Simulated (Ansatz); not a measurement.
**Ag: zone-centre modes under pressure**

Ag, P6_3/mmc, a = 2.931 Å, c = 4.809 Å. This isn't the element's structure at ambient conditions. Ansatz: PBE, PAW, 420 eV, Γ-centred 18×18×10 mesh on 2 atoms, Fermi-Dirac smearing 0.15 eV; no spin polarisation. Cell and atoms are relaxed at each pressure with the symmetry kept; optical modes at Γ by linear response, in cm⁻¹, matched by rank (the highest 2 distinct ones).

```tsv
P (GPa)	V (Å³/atom)	ω1	ω2
0	17.886	64.4	156.0
7	16.771	73.6	185.1
18	15.627	84.5	219.4
35	14.478	?	?
```

Task: Get each mode's Grüneisen parameter γ = −d ln ω/d ln V from the other rows and predict the missing frequencies.

Result: ln(V/V0) = 0.0000, -0.0644, -0.1350, -0.2114; a line through ln(ω/ω0) of the 3 known rows gives ω1: γ = 2.011 (intercept 0.0014), predicted 98.7, computed 97.4; ω2: γ = 2.524 (intercept 0.0029), predicted 266.8, computed 259.4. The worst miss is 2.8 %: γ isn't constant over this range. In a metal these frequencies hang on the mesh and smearing.

Cost: 4 runs of about 3.1 core-minutes in all, on Intel Xeon 6975P-C (Granite Rapids) (shared hosts).